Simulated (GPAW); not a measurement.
# TiB2 (P6/mmm) in GPAW: single point with PBE

Aim: the single point of TiB2 with PBE.

Everything below comes from runs of GPAW 26.7.0. Logs are shortened: lines on timing, memory, paths and dates and some standing lists are left out, and cuts for length are marked. The log counts tension as positive stress, the text compression.

**1. The structure**

It takes space group P6/mmm (No. 191, hexagonal). The conventional cell has a = 3.029 Å, b = 3.029 Å, c = 3.228 Å, α = 90.00°, β = 90.00°, γ = 120.00°. Around Ti (site symmetry 6/mmm) lie 12 B at 2.38 Å. B (site symmetry -6m2) has 3 B at 1.75 Å as nearest neighbours.

**2. Single point, PBE**

File run.py:

```python
from ase import Atoms
from ase.dft.bandgap import bandgap
from ase.io import write
from ase.units import GPa
from gpaw import GPAW, PW

atoms = Atoms(['Ti', 'B', 'B'],
              cell=[[3.0292, 0.0, 0.0],
                    [-1.5146, 2.6233641531, 0.0],
                    [0.0, 0.0, 3.2284]],
              scaled_positions=[[0.0, 0.0, 0.0],
                                [0.6666666667, 0.3333333333, 0.5],
                                [0.3333333333, 0.6666666667, 0.5]],
              pbc=True)

calc = GPAW(mode=PW(600),
            xc='PBE',
            kpts={'size': (8, 8, 7), 'gamma': True},
            occupations={'name': 'fermi-dirac', 'width': 0.05},
            nbands=20,
            maxiter=120,
            txt='gpaw.txt')
atoms.calc = calc
energy = atoms.get_potential_energy()
forces = atoms.get_forces()
stress = atoms.get_stress()
calc.write('gs.gpw')
write('result.traj', atoms)
print(f'Energy: {energy:.6f} eV')
print('Forces (eV/A):')
print(forces.round(4))
print('Stress (GPa):', (stress / GPa).round(3))
print('Fermi level:', round(calc.get_fermi_level(), 4), 'eV')
print(f'Gap: {bandgap(calc)[0]:.4f} eV, direct: {bandgap(calc, direct=True)[0]:.4f} eV')
```

Potentials or basis: GPAW PAW data sets (gpaw-data 1.2.1), pw.

Run with:

```bash
$ OMP_NUM_THREADS=1 python run.py
```

gpaw.txt:

```text
__  _  _
 | _ |_)|_||  |
 |__||  | ||/\| - 26.7.0

Input parameters:
  mode=PW(ecut=600.0),
  kpts=MonkhorstPack(size=(8, 8, 7), gamma=True),
  maxiter=120,
  nbands=20,
  occupations=Occupations(name='fermi-dirac', width=0.05),
  xc=XC(name='PBE')

Diagonalizing LCAO Hamiltonian
Converting LCAO to pw mode

         B  B

       Ti

Atoms  # Å, Bohr magnetons
|   | symbol |         x |        y |        z |    initial magnetic moments |
|---|--------|-----------|----------|----------|-----------------------------|
| 0 |     Ti |  0.000000 | 0.000000 | 0.000000 | ( 0.0000,  0.0000,  0.0000) |
| 1 |      B |  1.514600 | 0.874455 | 1.614200 | ( 0.0000,  0.0000,  0.0000) |
| 2 |      B | -0.000000 | 1.748909 | 1.614200 | ( 0.0000,  0.0000,  0.0000) |

Unit cell  # Å
| periodic |         x |        y |        z |  lengths |     angles |
|----------|-----------|----------|----------|----------|------------|
|      yes |  3.029200 | 0.000000 | 0.000000 | 3.029200 |  90.000000 |
|      yes | -1.514600 | 2.623364 | 0.000000 | 3.029200 |  90.000000 |
|      yes |  0.000000 | 0.000000 | 3.228400 | 3.228400 | 120.000000 |

Number of symmetries: 24
Symmetry operations  # r_c * U_cc + t_c -> r_c
|    | kind |            matrix            |
|----|------|------------------------------|
|  0 |  σ   |  1, 1, 0,  0,-1, 0,  0, 0, 1 |
|  1 |  C2  |  1, 1, 0,  0,-1, 0,  0, 0,-1 |
|  2 |  C6  |  1, 1, 0, -1, 0, 0,  0, 0, 1 |
|  3 |  S6  |  1, 1, 0, -1, 0, 0,  0, 0,-1 |
|  4 |  E   |  1, 0, 0,  0, 1, 0,  0, 0, 1 |
|  5 |  σ   |  1, 0, 0,  0, 1, 0,  0, 0,-1 |
|  6 |  σ   |  1, 0, 0, -1,-1, 0,  0, 0, 1 |
|  7 |  C2  |  1, 0, 0, -1,-1, 0,  0, 0,-1 |
|  8 |  σ   |  0, 1, 0,  1, 0, 0,  0, 0, 1 |
|  9 |  C2  |  0, 1, 0,  1, 0, 0,  0, 0,-1 |
| 10 |  C3  |  0, 1, 0, -1,-1, 0,  0, 0, 1 |
| 11 |  S3  |  0, 1, 0, -1,-1, 0,  0, 0,-1 |
| 12 |  C6  |  0,-1, 0,  1, 1, 0,  0, 0, 1 |
| 13 |  S6  |  0,-1, 0,  1, 1, 0,  0, 0,-1 |
| 14 |  σ   |  0,-1, 0, -1, 0, 0,  0, 0, 1 |
| 15 |  C2  |  0,-1, 0, -1, 0, 0,  0, 0,-1 |
| 16 |  σ   | -1, 0, 0,  1, 1, 0,  0, 0, 1 |
| 17 |  C2  | -1, 0, 0,  1, 1, 0,  0, 0,-1 |
| 18 |  C2  | -1, 0, 0,  0,-1, 0,  0, 0, 1 |
| 19 |  i   | -1, 0, 0,  0,-1, 0,  0, 0,-1 |
| 20 |  C3  | -1,-1, 0,  1, 0, 0,  0, 0, 1 |
| 21 |  S3  | -1,-1, 0,  1, 0, 0,  0, 0,-1 |
| 22 |  σ   | -1,-1, 0,  0, 1, 0,  0, 0, 1 |
| 23 |  C2  | -1,-1, 0,  0, 1, 0,  0, 0,-1 |

BZ-sampling:
  Number of BZ points: 448
  Number of IBZ points: 40

  Monkhorst-Pack size: [8, 8, 7]
  Monkhorst-Pack shift: [0.0625, 0.0625, 0.0]

K-points  # in reciprocal-cell coordinates
|     |                                coordinates |     weight |
|-----|--------------------------------------------|------------|
|   0 | (  0.00000000,   0.00000000,   0.00000000) | 0.00223214 |
|   1 | (  0.00000000,   0.00000000,   0.14285714) | 0.00446429 |
|   2 | (  0.00000000,   0.00000000,   0.28571429) | 0.00446429 |
|   3 | (  0.00000000,   0.00000000,   0.42857143) | 0.00446429 |
|   4 | (  0.12500000,   0.00000000,   0.00000000) | 0.01339286 |
|   5 | (  0.12500000,   0.00000000,   0.14285714) | 0.02678571 |
|   6 | (  0.12500000,   0.00000000,   0.28571429) | 0.02678571 |
|   7 | (  0.12500000,   0.00000000,   0.42857143) | 0.02678571 |
|   8 | (  0.25000000,  -0.12500000,   0.00000000) | 0.01339286 |
|   9 | (  0.25000000,  -0.12500000,   0.14285714) | 0.02678571 |
| ... |                                            |            |
|  39 | (  0.50000000,   0.50000000,   0.42857143) | 0.01339286 |

Plane wave coefficients: 869
Cutoff: 600.0 eV

Spin-components: 1 (collinear spins)
Bands:           20
Projectors:      16
Spin-degeneracy: 2
Datatype:        complex128

Parallelization:
  kpt:    1
  domain: 1
  band:   1

Density:
  Valence electrons: 18.0
  Components: 1
  Grid points: [18 18 20]
  Charge: 0.0  # |e|

Potential:
  Grid points: [18 18 20]

species:
  Ti:
    name:    Titanium
    Z:       22.0
    valence: 12
    core:    10
    charge:  0.0  # [|e|]
    compensation charges:
      type: gauss
      rc: 0.38  # [Å]
      lmax: 2
    cutoffs:
      filter: 2.23  # [Å]
      core: 1.02  # [Å]
    projectors
    | kind |    occ | energy [eV] | rcut [Å] |
    |------|--------|-------------|----------|
    |   3s |  2.000 |     -62.623 |    1.270 |
    |   4s |  2.000 |      -4.466 |    1.270 |
    |   3p |  6.000 |     -38.862 |    1.058 |
    |   4p |  0.000 |      -1.466 |    1.058 |
    |   3d |  2.000 |      -4.258 |    1.058 |
    |    d |        |      22.953 |    1.058 |

    Using partial waves for Ti as LCAO basis

  B:
    name:    Boron
    Z:       5.0
    valence: 3
    core:    2
    charge:  0.0  # [|e|]
    compensation charges:
      type: gauss
      rc: 0.20  # [Å]
      lmax: 2
    cutoffs:
      filter: 1.14  # [Å]
      core: 1.38  # [Å]
    projectors
    | kind |    occ | energy [eV] | rcut [Å] |
    |------|--------|-------------|----------|
    |   2s |  2.000 |      -9.443 |    0.635 |
    |   2p |  1.000 |      -3.606 |    0.635 |
    |    s |        |      17.768 |    0.635 |
    |    p |        |      23.605 |    0.635 |
    |    d |        |       0.000 |    0.635 |

    Using partial waves for B as LCAO basis

Reference energy: -24562.993416  # eV

eigensolver:
  PPCG
  Converge bands: occupied
  niter=2

density mixing:
  MSR1-Mixer
  Pratt-step length: 0.05
  Maximum mixing coefficient: 0.75
  Old densities: 10
  SVD Regularization: 0.005
  Good broyden scale: 1.0
  Trust region scale: 1.0
  Backstep threshold: 4.0
  History deletion threshold: 6.0
  Fourier metric: weight=20.0, sigma=0.015

occupation numbers:
  Fermi-Dirac:
    width: 0.0500  # eV

poisson solver:
  ecut: 4800.0  # eV

xc functional:
  name: PBE with 2 nearest neighbor stencil

convergence criteria:
- Maximum [total energy] change in last 3 cyles: 0.0005 eV / valence electron
- Maximum integral of absolute [dens]ity change: 0.0001 electrons / valence electron
- Maximum integral of absolute [eigenst]ate change: 4e-08 eV^2 / valence electron
maximum number of iterations: 120

SCF iterations
|iter     | |      energy | eigst |  dens |
|---------|-|-------------|-------|-------|
|iter:   1| |  -25.018339 | +0.15 |       |
|iter:   2| |  -24.455974 | -2.47 | -0.93 |
|iter:   3| |  -23.245279 | -1.29 | -1.00 |
|iter:   4| |  -23.230767 | -2.65 | -1.72 |
|iter:   5| |  -23.238338 | -3.22 | -1.99 |
|iter:   6| |  -23.238282c| -4.12 | -2.56 |
|iter:   7| |  -23.238277c| -5.42 | -3.16 |
|iter:   8| |  -23.238277c| -7.23 | -4.10c|
|iter:   9| |  -23.238278c| -8.59c| -4.73c|

Converged in 9 steps
Energy contributions relative to reference atoms: (reference = -24562.993416)

Energy contributions:
  Kinetic:          20.718606
  Coulomb:         -18.828241
  Zero:              0.042123
  External:          0.000000
  Xc:              -25.170472
  Entropy:          -0.000587
  Spinorbit:         0.000000
  ----------------------------
  Free energy:     -23.238571
  Extrapolated:    -23.238278

dipole moment: (-4.821335, -8.350797, -10.276772)  # |e|*Ang

Fermi level: 11.532
Eigenvalues  # (at kpt = [0.000, 0.000, 0.000])
| band index |      eig [eV] | occ [0-2] |
|------------|---------------|-----------|
|          0 |       -45.456 |     2.000 |
|          1 |       -21.826 |     2.000 |
|          2 |       -21.505 |     2.000 |
|          3 |       -21.505 |     2.000 |
|          4 |        -2.034 |     2.000 |
|          5 |         8.867 |     2.000 |
[... 9 lines left out ...]
|         15 |        18.390 |     0.000 |
|         16 |        20.591 |     0.000 |
|        ... |               |           |
|         19 |        35.445 |     0.000 |

No gap
No difference between direct/indirect transitions

Forces  # eV/Ang
|       x |        y |       z |
|---------|----------|---------|
| 0.00000 | -0.00000 | 0.00000 |  # Ti   0
| 0.00000 |  0.00000 | 0.00000 |  # B    1
| 0.00000 | -0.00000 | 0.00000 |  # B    2

Stress tensor  # eV/Ang^3
|         x |         y |        z |
|-----------|-----------|----------|
| -0.005150 | -0.000000 | 0.000000 |
| -0.000000 | -0.005150 | 0.000000 |
|  0.000000 |  0.000000 | 0.005216 |

# Writing to gs.gpw (mode='')
```

stdout:

```text
Energy: -23.238278 eV
Forces (eV/A):
[[ 0. -0.  0.]
 [ 0.  0.  0.]
 [ 0. -0.  0.]]
Stress (GPa): [-0.825 -0.825  0.836  0.     0.    -0.   ]
Fermi level: 11.5322 eV
Gap: 0.0000 eV, direct: 0.0000 eV
```

Wall time 12 s (1 thread of Arm Neoverse V2, shared host); peak memory 0.17 GiB.

What came out:

```yaml
Free_energy: -23.2386 eV
Pressure: 0.3 GPa
Band_gap_on_the_k_mesh: none (metal or under the smearing width)
```

Levels at points of the mesh, in eV from the Fermi level:
```csv
k point,band 6,band 7,band 8,band 9,band 10,band 11,band 12,band 13
"(0.00, 0.00, 0.00)",-2.67,-2.67,-2.40,-2.17,1.84,1.84,3.60,3.60
"(0.50, 0.50, 0.00)",-9.30,-3.34,-3.28,-2.32,1.29,2.70,3.17,3.29
```

Caveat: the cutoff is short for stress and forces, so pressures can be off by a GPa or more.
